Zincblende BN in a 2-atom cell, relaxed at each pressure or at scaled volume, with Ansatz 0.2.0 (plane-wave PAW, PBEsol, scalar-relativistic, 420 eV cutoff, 12×12×12 k mesh). Zone-centre optical phonons are from linear response; only the longitudinal frequency includes the long-range electric term. Dielectric constants and Born charges are means of the diagonal.

```
volume per atom (Å³)  applied pressure (GPa)  volume over rest  lowest phonon frequency (cm⁻¹)  highest longitudinal frequency (cm⁻¹)  dielectric clamped  Born charge first, site B (e)
                5.27                      50              none                          1191.0                                 1412.7                4.54                           1.85
                5.36                      40              none                          1165.2                                 1388.6                4.55                           1.86
                5.47                      30              none                          1138.0                                 1363.3                4.57                           1.87
                5.53                      25              none                          1123.9                                 1350.1                4.58                           1.87
                5.64                      16              none                          1097.4                                 1325.4                4.59                           1.88
                5.65                      15              none                          1094.4                                 1322.5                4.60                           1.89
                5.69                      12              none                          1085.2                                 1313.9                4.60                           1.89
                5.73                       9              none                          1075.8                                 1305.2                4.61                           1.89
                5.74                       8              none                          1072.7                                 1302.2                4.61                           1.89
                5.77                       6              none                          1066.3                                 1296.3                4.62                           1.90
                5.80                       4              none                          1059.8                                 1290.2                4.62                           1.90
                5.81                       3              none                          1056.6                                 1287.2                4.62                           1.90
                5.84                       1              none                          1049.9                                 1281.0                4.63                           1.90
                5.86                       0              none                          1046.6                                 1277.9                4.63                           1.90
                5.87                     n/a              none                          1043.2                                 1274.7                4.63                           1.90
                5.98                     n/a              1.02                          1021.1                                 1254.1                4.65                           1.91
```

What pressure does to the two frequencies

Fifty gigapascals take about a tenth off the volume of cubic boron nitride. The transverse optical frequency, TO, rises by 14 %, the longitudinal one, LO, by about 11 %. Their difference, the splitting, shrinks by 4 %, and it does so at every step of compression in the table.

In both vibrations the boron atoms move against the nitrogen atoms. TO is printed as "lowest phonon frequency", which here means the lowest optical mode at the zone centre and not the lowest vibration of the whole crystal. LO is the "highest longitudinal frequency". It lies higher because a longitudinal wave piles up charge along its path, and the electric field of that charge adds to the restoring force.

So the splitting exists only because the moving atoms create electric dipoles, and it is natural to read a smaller splitting as a weaker electric coupling. Three explanations deserve a hearing: the atoms carry less charge, the electrons screen the field better, or the crystal has simply become stiffer.

The simple model

The square of a frequency is proportional to the restoring force per unit of displacement, so the electric field adds a term C to the square:

LO² = TO² + C

C is proportional to Z² / (ε V μ)

Here Z is the Born charge, ε the clamped dielectric constant (the screening by electrons while the atoms stand still), V the volume, and μ the reduced mass of boron and nitrogen, which pressure leaves alone. Since LO² − TO² is the product of the sum and the difference of the two frequencies, the splitting is

LO − TO = C / (LO + TO)

A smaller splitting can therefore mean a smaller numerator or a larger denominator. The calculation itself obtains LO by adding this electric term, so the formula is a way to sort the causes and not a test of the physics. It has no adjustable constant and returns C within 0.6 % of the value from the two frequencies in every row, with the charges rounded as printed.

First explanation: the atoms carry less charge

The Born charge does fall, from 1.90 to 1.85 e. Taken alone, this would lower C by 5 %. But the same dipoles now sit in a smaller volume, which alone raises C by 11 %. With a small gain from the dielectric constant, C ends 7 % higher than at rest.

The electric term thus grows while the splitting shrinks, and the tempting reading, that a smaller splitting means a smaller C, fails. Only relative to the stiffness does the coupling weaken, since TO² grows much faster than C. What the falling charge still decides is taken up below. The words "less charge" need care too. A Born charge measures how much dipole appears when an atom is displaced, which includes electrons that flow along the bond during the motion. It is not the charge stored on the atom, and the table doesn't settle why it falls.

Second explanation: the electrons screen better

Squeezing packs more electrons into each cubic ångström, which might be expected to improve the screening. The clamped dielectric constant falls instead, from 4.63 to 4.54, and so helps C to grow. The electrons of each atom must have become harder to polarise, by more than the closer packing makes up for.

The band gap offers part of a reason. In the same runs the smallest direct gap widens from 8.8 to 9.3 eV, and electrons that need more energy to be excited follow a field less readily. In a one-gap picture ε − 1 is expected to go as the electron density over the square of the gap. The density rises by 11 % and the square of this gap by 12 %, enough to undo the closer packing but to explain only a small part of the fall. The rest would have to come from higher transitions, which these outputs don't show. PBEsol usually makes gaps too small and dielectric constants too large, and the PAW datasets used here were made for PBE, so the direction of the change is a safer result than the values themselves.

Third explanation: the crystal is stiffer

Shorter bonds resist a further change of length more strongly, because overlapping electron shells repel ever more steeply. This is a plausible reason for the rise of TO, though the table doesn't test it. Its effect on the splitting can be worked out by keeping C at its rest value and letting only TO rise to what it is at 50 GPa:

C at rest = 1277.9² − 1046.6² (in cm⁻²)

LO = √(1191.0² + 1277.9² − 1046.6²) ≈ 1398.6 cm⁻¹

LO − TO ≈ 1398.6 − 1191.0 = 207.6 cm⁻¹

Stiffening alone would cut the splitting by 24 cm⁻¹. The growth of C then gives back 14 cm⁻¹, which leads to the computed 221.7 cm⁻¹. The same addition to the spring constant raises the frequency of a stiff spring less than that of a soft one, and this is the largest single push towards narrowing.

What remains of the tempting explanation

The falling charge still matters, because all the other effects together nearly cancel: the smaller volume raises the numerator by 11 % and the weaker screening by 2 %, while stiffening raises the denominator by 12 %. Suppose that the Born charge had kept its rest value while everything else changed as computed. The splitting at 50 GPa would then be 233.2 cm⁻¹, slightly wider than the 231.3 cm⁻¹ at rest.

The stretched crystal, with 2 % more volume, gives the matching answer from the other side. Its splitting is 233.0 cm⁻¹, but with the Born charge of the crystal at rest it would be 230.9 cm⁻¹. At constant charge the splitting would hardly depend on volume, and its slight trend would point the other way.

The verdict has two parts. Stiffening narrows the splitting by making the same electric term count for less in the frequency, but the smaller volume and the weaker screening would make up for all of it. The fall of the Born charge, the smaller effect, tips the balance towards narrowing. These are thought experiments, since in the real crystal the same electrons set the stiffness, the charge and the screening together.

How to use this

To understand the trend in another polar crystal, compare two percentages under the same compression: the growth of C and the growth of LO + TO. The splitting narrows when the second is larger. In boron nitride they are 7 % and 12 %. A crystal whose Born charge holds steady, or whose TO stiffens less, is a candidate for a splitting that widens.

For someone who reads spectra from a pressure cell, the lesson is to subtract squares before speaking of charge. The plain difference of the two lines mixes coupling with stiffness. Even the difference of squares contains the volume and the screening, so it rises here although the Born charge falls.

The TO line is also the better sign of pressure. It moves by roughly 3 cm⁻¹ per gigapascal, the splitting by only about 0.2. These shifts are computed without temperature or zero-point motion, so a working gauge needs a measured calibration.

The output below lists the splitting for every volume, together with the cases in which C or TO is held at its rest value.

Printed output of the fit:

```
Splitting and frozen cases:
   row  LO minus TO in cm-1  polar term C in % of rest  splitting with C frozen at rest in cm-1  splitting with TO frozen at rest in cm-1
  5.27                221.7                      107.4                                    207.6                                     246.7
  5.36                223.4                      106.1                                    211.5                                     244.1
  5.47                225.3                      104.8                                    215.8                                     241.4
  5.53                226.2                      104.1                                      218                                     239.9
  5.64                  228                      102.7                                    222.4                                     237.1
  5.65                228.1                      102.5                                    222.9                                     236.6
  5.69                228.7                        102                                    224.5                                     235.6
  5.73                229.4                      101.6                                    226.1                                     234.6
  5.74                229.5                      101.4                                    226.7                                     234.2
  5.77                  230                      101.1                                    227.8                                     233.5
   5.8                230.4                      100.7                                    228.9                                     232.8
  5.81                230.6                      100.5                                    229.5                                     232.4
  5.84                231.1                      100.2                                    230.7                                     231.7
  5.86                231.3                        100                                    231.3                                     231.3
  5.87                231.5                       99.8                                    231.9                                     230.9
  5.98                  233                       98.6                                      236                                     228.3
Rise of TO and then of LO from rest to 50 GPa in cm-1: 144.4, 134.8
Change of the splitting from rest to 50 GPa in cm-1: -9.6
Change of polar term C from rest to 50 GPa in %: 7.362
Change of C from the smaller volume alone in %: 11.2
Change of C from the Born charge alone in %: -5.362
Change of C from the clamped dielectric constant alone in %: 1.982
Rise of the sum LO plus TO from rest to 50 GPa in %: 12.01
Change of the splitting at 50 GPa with C frozen at rest in cm-1: -23.68
Splitting at 50 GPa with the Born charge of rest in cm-1: 233.2
Splitting at volume x 1.02 with the Born charge of rest in cm-1: 230.9
Mean Grueneisen parameter of TO and then of LO from rest to 50 GPa: 1.218, 0.945
Change of (clamped constant minus 1) times volume from rest to 50 GPa in %: -12.3
Smallest direct gap at rest and then at 50 GPa in eV: 8.807, 9.31
Largest miss of the polar formula for C with rounded table charges in %: 0.5318
```
